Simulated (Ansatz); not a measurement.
# Cu16O7F: the cost of one run

Computed with Ansatz 0.2.0 (DFT, PBE, plane-wave PAW, default files, scalar-relativistic, as far as a step names no other, unless a step's input says otherwise).

The COD entry's cell or inner coordinates are ideal or old and differ from later refinements, so a difference from it is no clean test against experiment.

## Step 1: The starting structure

The structure is cubic, space group I-43m (No. 217). Conventional cell: a = 8.520 Å, b = 8.520 Å, c = 8.520 Å, α = 90.00°, β = 90.00°, γ = 90.00°. Cu (site symmetry 3m) is surrounded by 1 F at 1.84 Å and 1 O at 1.84 Å. Cu (site symmetry m) is surrounded by 2 O at 1.84 Å. Around F (site symmetry -43m) lie 4 Cu at 1.84 Å. Around O (site symmetry -42m) lie 4 Cu at 1.84 Å. O (site symmetry 3m) has 4 Cu at 1.84 Å as nearest neighbours.

Structure file:

```cif
data_structure
_symmetry_space_group_name_H-M 'P 1'
_symmetry_Int_Tables_number 1
_cell_length_a 7.3785
_cell_length_b 7.3785
_cell_length_c 7.3785
_cell_angle_alpha 109.471
_cell_angle_beta 109.471
_cell_angle_gamma 109.471
_cell_volume 309.24
loop_
_atom_site_label
_atom_site_type_symbol
_atom_site_fract_x
_atom_site_fract_y
_atom_site_fract_z
_atom_site_occupancy
Cu1 Cu 0.25000 0.25000 0.25000 1
Cu2 Cu 0.75000 0.75000 0.25000 1
Cu3 Cu 0.75000 0.25000 0.75000 1
Cu4 Cu 0.25000 0.75000 0.75000 1
Cu5 Cu 0.75000 0.50000 0.50000 1
Cu6 Cu 0.25000 0.00000 0.50000 1
Cu7 Cu 0.25000 0.50000 0.00000 1
Cu8 Cu 0.75000 0.00000 0.00000 1
Cu9 Cu 0.50000 0.50000 0.75000 1
Cu10 Cu 0.00000 0.00000 0.75000 1
Cu11 Cu 0.00000 0.50000 0.25000 1
Cu12 Cu 0.50000 0.00000 0.25000 1
Cu13 Cu 0.50000 0.75000 0.50000 1
Cu14 Cu 0.00000 0.25000 0.50000 1
Cu15 Cu 0.00000 0.75000 0.00000 1
Cu16 Cu 0.50000 0.25000 0.00000 1
F1 F 0.00000 0.00000 0.00000 1
O1 O 0.50000 0.50000 0.00000 1
O2 O 0.50000 0.00000 0.50000 1
O3 O 0.00000 0.50000 0.50000 1
O4 O 0.50000 0.50000 0.50000 1
O5 O 0.00000 0.00000 0.50000 1
O6 O 0.00000 0.50000 0.00000 1
O7 O 0.50000 0.00000 0.00000 1
```

Atom 17 of the input is the impurity.

## Step 2: Single point at the given positions

The input, input.yaml:

```yaml
crystal:
  lattice:
    - [-4.26, 4.26, 4.26]
    - [4.26, -4.26, 4.26]
    - [4.26, 4.26, -4.26]
  atoms:
    - { symbol: Cu, position: [0.25, 0.25, 0.25] }
    - { symbol: Cu, position: [0.75, 0.75, 0.25] }
    - { symbol: Cu, position: [0.75, 0.25, 0.75] }
    - { symbol: Cu, position: [0.25, 0.75, 0.75] }
    - { symbol: Cu, position: [0.75, 0.5, 0.5] }
    - { symbol: Cu, position: [0.25, 0.0, 0.5] }
    - { symbol: Cu, position: [0.25, 0.5, 0.0] }
    - { symbol: Cu, position: [0.75, 0.0, 0.0] }
    - { symbol: Cu, position: [0.5, 0.5, 0.75] }
    - { symbol: Cu, position: [0.0, 0.0, 0.75] }
    - { symbol: Cu, position: [0.0, 0.5, 0.25] }
    - { symbol: Cu, position: [0.5, 0.0, 0.25] }
    - { symbol: Cu, position: [0.5, 0.75, 0.5] }
    - { symbol: Cu, position: [0.0, 0.25, 0.5] }
    - { symbol: Cu, position: [0.0, 0.75, 0.0] }
    - { symbol: Cu, position: [0.5, 0.25, 0.0] }
    - { symbol: F, position: [0.0, 0.0, 0.0], spin: 1.0 }
    - { symbol: O, position: [0.5, 0.5, 0.0] }
    - { symbol: O, position: [0.5, 0.0, 0.5] }
    - { symbol: O, position: [0.0, 0.5, 0.5] }
    - { symbol: O, position: [0.5, 0.5, 0.5] }
    - { symbol: O, position: [0.0, 0.0, 0.5] }
    - { symbol: O, position: [0.0, 0.5, 0.0] }
    - { symbol: O, position: [0.5, 0.0, 0.0] }
magnetization:
  spin_polarized: true
kpoints:
  mp_grid: { grid: [3, 3, 3] }
scf:
  occupations: { method: fermi_dirac, width: 0.01 }
hamiltonian:
  xc: pbe
  pseudopotentials: { kind: paw }
output:
  forces: true
  stress: true
  populations: true
  efg:
    quadrupole_moments_barn: { Cu: -0.22, O: -0.02558 }
    contact_densities: true
```

Launch:

```console
ansatz run input.yaml --threads 4 --pin off --max-ram 8192MiB --backend cpu --events-out ev --progress --plain --runs-dir out
```

Q: Estimate wall time and peak memory on 4 threads of Arm Neoverse V2, shared host.

About 39 s, with a peak of 1.6 GiB.
